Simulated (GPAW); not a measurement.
A run of GPAW 26.7.0 is set up as follows.

The input run.py:

```python
from ase.eos import EquationOfState
from ase.io import Trajectory, read
from ase.units import GPa
from gpaw import GPAW, PW

atoms = read('Ge.xyz')

traj = Trajectory('eos.traj', 'w')
volumes, energies = [], []
for x in [0.94, 0.96, 0.98, 1.0, 1.02, 1.04, 1.06]:
    a = atoms.copy()
    a.set_cell(atoms.cell * x**(1 / 3), scale_atoms=True)
    calc = GPAW(mode=PW(600),
                xc='revPBE',
                kpts={'size': (8, 8, 8), 'gamma': True},
                occupations={'name': 'fermi-dirac', 'width': 0.05},
                nbands=11,
                convergence={'density': 1e-05, 'energy': 1e-05},
                maxiter=150,
                txt=f'eos-{x:.2f}.txt')
    a.calc = calc
    energies.append(a.get_potential_energy(force_consistent=True))
    volumes.append(a.get_volume())
    p = -a.get_stress()[:3].mean() / GPa
    calc.write(f'eos-{x:.2f}.gpw')
    traj.write(a)
    print(f'{x:.2f} {volumes[-1]:10.4f} A^3 {energies[-1]:14.6f} eV {p:9.3f} GPa', flush=True)

v0, e0, B = EquationOfState(volumes, energies, eos='birchmurnaghan').fit()
print(f'V0 = {v0:.4f} A^3, E0 = {e0:.6f} eV, B0 = {B / GPa:.2f} GPa')
```

File Ge.xyz:

```xyz
2
Lattice="0.0000000000 2.8289100000 2.8289100000 2.8289100000 0.0000000000 2.8289100000 2.8289100000 2.8289100000 0.0000000000" Properties=species:S:1:pos:R:3 pbc="T T T"
Ge     4.2433650000      4.2433650000      4.2433650000
Ge     2.8289100000      2.8289100000      2.8289100000
```

Potentials or basis: the program's PAW data sets (release 1.2.1) made for this functional, pw.

The run is started by

```bash
$ OMP_NUM_THREADS=1 python run.py
```

**Question.** Estimate the equilibrium volume.

**Answer.** 24.51 Å³/atom (rough: see the caveat).

**Question.** What does it give for the bulk modulus?

**Answer.** 53 GPa (rough).

Energy against volume, from the lowest point:
| volume (Å³/atom) | energy (meV/atom) |
| --- | --- |
| 21.281 | 93.67 |
| 21.733 | 65.66 |
| 22.186 | 43.40 |
| 22.639 | 26.27 |
| 23.092 | 13.64 |
| 23.545 | 4.98 |
| 23.997 | 0.00 |

Caveat: the minimum lies outside the volumes run.
